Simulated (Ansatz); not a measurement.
The following input was run with Ansatz 0.2.0.

```yaml
crystal:
  lattice:
    - [0.0, 2.0985150102, 2.0985150102]
    - [2.0985150102, 0.0, 2.0985150102]
    - [2.0985150102, 2.0985150102, 0.0]
  atoms:
    - { symbol: Si, position: [0.0, 0.0, 0.0] }
    - { symbol: C, position: [0.25, 0.25, 0.25] }
basis:
  ecutwfc: 420
kpoints:
  mp_grid: { grid: [10, 10, 10] }
hamiltonian:
  xc: pbe
scf:
  occupations: { method: gaussian, width: 0.02 }
output:
  forces: true
  stress: true
  eigenvalues: true
```

Command:
```bash
ansatz run input.yaml --threads 1 --pin off --max-ram 2560MiB --backend cpu --events-out ev --progress --plain --runs-dir out
```

Method: DFT PBE, scalar-relativistic, plane waves, PAW (Ansatz 0.2.0).

From the run's log, abridged:

```
Pseudopotentials: kind: paw
Pseudopotential: Si, paw, valence charge 4, recommended cutoff 420 eV (normal)
Pseudopotential: C, paw, valence charge 4, recommended cutoff 420 eV (normal)
Functional definition: PBE
Crystal: 2 atoms, lattice volume = 18.483 Å³
Basis set: ecut = 420 eV, 339 PW (Γ), exchange–correlation on 40×40×40 points (8 copies of the dense FFT grid, shifted against one another)
Bands: 8, of which v1, the nominal top of the filled ones, is band 4 counted from 1 (3 counted from 0)
Symmetry: 24 space group operations
Space group: F-43m (ITA 216), of the structure as read, at distance tolerance 2.6e-5 Å
k-points: 47 of 1000 (time reversal used)
Initial density: superposition of atomic densities (neutral atoms: chi_scale 0, normalization atom), corrected by the library's trained network
Initial wavefunctions: pseudopotential atomic-orbital guess
Functional: x = pbe(κ = 0.804, μ = 0.21951497), c = pbe(β = 0.06672455)
SCF iter   1: F=—  HF=-886.912853 eV  |F-HF|=—  |Δ(HF+E_count)|=         —  Δρ=1.54e-3  dr2=2.26e-4  ethr=1.77e-3  ⟨swp⟩=6.1  Hψ=3206  notcnv=0
SCF iter   2: F=—  HF=-886.913028 eV  |F-HF|=—  |Δ(HF+E_count)|=   1.75e-4  Δρ=7.00e-4  dr2=4.20e-5  ethr=2.82e-6  ⟨swp⟩=2.3  Hψ=921  notcnv=0
SCF iter   3: F=—  HF=-886.913101 eV  |F-HF|=—  |Δ(HF+E_count)|=   7.24e-5  Δρ=3.15e-4  dr2=8.17e-6  ethr=5.25e-7  ⟨swp⟩=2.2  Hψ=568  notcnv=0
SCF iter   4: F=—  HF=-886.913112 eV  |F-HF|=—  |Δ(HF+E_count)|=   1.15e-5  Δρ=3.30e-5  dr2=2.07e-7  ethr=1.02e-7  ⟨swp⟩=2.7  Hψ=564  notcnv=0
SCF iter   5: F=-886.913112 eV  HF=-886.913112 eV  |F-HF|=1.28e-9  |Δ(HF+E_count)|=   5.25e-8  Δρ=4.15e-6  dr2=1.19e-9  ethr=2.58e-9  ⟨swp⟩=2.6  Hψ=549  notcnv=0
SCF iter   6: F=-886.913112 eV  HF=-886.913112 eV  |F-HF|=2.61e-12  |Δ(HF+E_count)|=   1.67e-9  Δρ=3.32e-7  dr2=1.70e-11  ethr=1.49e-11  ⟨swp⟩=1.4  Hψ=1133  notcnv=0
SCF 1 converged in 6 iterations: F = -886.913112 eV  dr2 = 1.70e-11
SCF converged after 6 iterations
Free energy (F): -886.913112 eV
Harris-Foulkes:  -886.913112 eV  (|F-HF|=2.61e-12)
Internal energy: -886.913112 eV  (E = F + TS)
E sigma→0 (E₀):  -886.913112 eV
Fermi energy:    11.584897 eV
--- Per-component energies (eV) ---
  E_band       = 38.143260
  E_kinetic    = 142.177402
  E_local      = -97.592565  (includes V_loc(G=0)·N_el)
  E_nonlocal   = 53.486274
  E_hartree    = 30.982763
  E_xc         = -107.605634
  E_vxc        = -112.095704  (∫ρ·V_xc dr)
  E_paw        = -612.655186  (= ΣΔE_a)
  E_vpaw       = -9.797703  (= ΣTr[D̂ρ^β])
  E_aug_tail   = 0.000014  (compensation charges beyond the density's cutoff)
  E_ewald      = -295.706180
  E_smearing   =  0.000000  (= −TS)
--- Forces (eV/Å), atoms counted from 1 ---
  atom   1  Si     0.00000000     0.00000000     0.00000000
  atom   2  C      0.00000000     0.00000000     0.00000000
--- Stress (GPa, compression-positive) ---
       34.824356       0.000000       0.000000
        0.000000      34.824356       0.000000
        0.000000       0.000000      34.824356
  P = ⅓ Tr σ = 34.8244 GPa (348.244 kbar)
--- Band table (eV; the first three rows and the last of 47) ---
  k-point 0: bands = ["-5.3583", "10.9616", "10.9616", "10.9616", "18.5053", "19.1007", "19.1007", "19.1007"]
  k-point 1: bands = ["-5.1448", "9.9332", "10.8258", "10.8258", "18.5611", "19.3599", "19.3599", "19.5706"]
  k-point 2: bands = ["-4.5126", "7.7046", "10.5126", "10.5126", "18.1743", "19.6840", "19.6840", "20.8291"]
  k-point 46: bands = ["0.4779", "3.6132", "5.6939", "5.9610", "15.7957", "19.7676", "21.9458", "23.2429"]
```

The run converged.

It took 0.64 s on 1 thread of Intel(R) Xeon(R) 6975P-C (Granite Rapids), with other jobs on the host, peak memory 0.29 GiB.